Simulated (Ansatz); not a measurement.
The system is CoSi.

```
Co Si
1.0
     2.78133    0.00000    0.00000
     0.00000    2.78133    0.00000
     0.00000    0.00000    2.78133
Co Si
1 1
Direct
  0.00000 0.00000 0.00000
  0.50000 0.50000 0.50000
```

Measurements of this composition are mostly on another form, of space group No. 198.

* Program: Ansatz 0.2.0
* Task: relaxation of cell and atoms
* Functional: PBEsol0
* Potentials or basis: Ansatz PAW
* Cutoff: 420 eV (not typed: the program's choice for these potentials)
* k mesh: 5 × 5 × 5
* Occupations: fermi-dirac, width 0.05 eV
* Spin: collinear spin, ferromagnetic start
* Starting moments: [2.0, 0.0] μB

At the start: volume 10.76 Å³/atom.

Question: Where does the relaxation end?

Answer: It ends after 5 steps and the volume is 10.37 Å³/atom (-3.6 %); space group Pm-3m (No. 221, to 0.05 Å); moment 0.87 μB per cell.

The path:
```csv
step,energy change (eV),largest force (eV/Å),volume (Å³)
1,0.0000,0.0000,21.52
2,-0.0184,0.0000,21.07
3,-0.0230,0.0000,20.71
4,-0.0230,0.0000,20.73
5,-0.0218,0.0000,20.73
```

Final structure:
```xyz
2
Lattice="2.7472 0.0000 0.0000 0.0000 2.7472 0.0000 0.0000 0.0000 2.7472" Properties=species:S:1:pos:R:3 pbc="T T T"
Co    0.0000    0.0000    0.0000
Si    1.3736    1.3736    1.3736
```

Caveat: the k mesh is coarse (spacing up to 0.45 Å⁻¹), so the values aren't converged, least of all with exact exchange; the magnetic or orbital state may not be the lowest; the plane-wave basis is chosen anew once the cell has moved, so the energies of steps on either side of that aren't comparable; the PAW data sets come from PBE, with cores solved anew for the run's functional, which leaves a small shift of forces and pressure.
